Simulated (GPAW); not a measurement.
Input of a GPAW 26.7.0 run:

Nb.cif

```cif
data_Nb
_cell_length_a 2.86628647
_cell_length_b 2.86628647
_cell_length_c 2.86628647
_cell_angle_alpha 60.00000000
_cell_angle_beta 60.00000000
_cell_angle_gamma 60.00000000
_space_group_name_H-M_alt 'P1'
_space_group_name_Hall 'P 1'
_space_group_IT_number 1
loop_
_space_group_symop_operation_xyz
'x,y,z'
loop_
_atom_site_label
_atom_site_type_symbol
_atom_site_symmetry_multiplicity
_atom_site_Wyckoff_symbol
_atom_site_fract_x
_atom_site_fract_y
_atom_site_fract_z
_atom_site_occupancy
Nb1 Nb 1 a 0.0000000000 0.0000000000 0.0000000000 1
```

Potentials or basis: GPAW PAW data sets (gpaw-data 1.2.1), pw.

Run with:

```sh
$ OMP_NUM_THREADS=1 gpaw run Nb.cif -p 'mode=PW(600),xc=MGGA_X_RSCAN+MGGA_C_RSCAN,kpts={size:(11,11,11),gamma:True},occupations={name:fermi-dirac,width:0.05},nbands=15,convergence={density:1e-05,energy:1e-05},maxiter=150,txt=gpaw.txt' --properties efs -w gs.gpw
```

(1) Estimate the pressure.

(2) Estimate the band gap on the k mesh.

Results:

(1) 21.6 GPa.

(2) none (metal or under the smearing width).

Caveat: the PAW data sets were made with another functional, which shifts forces and pressure a little.
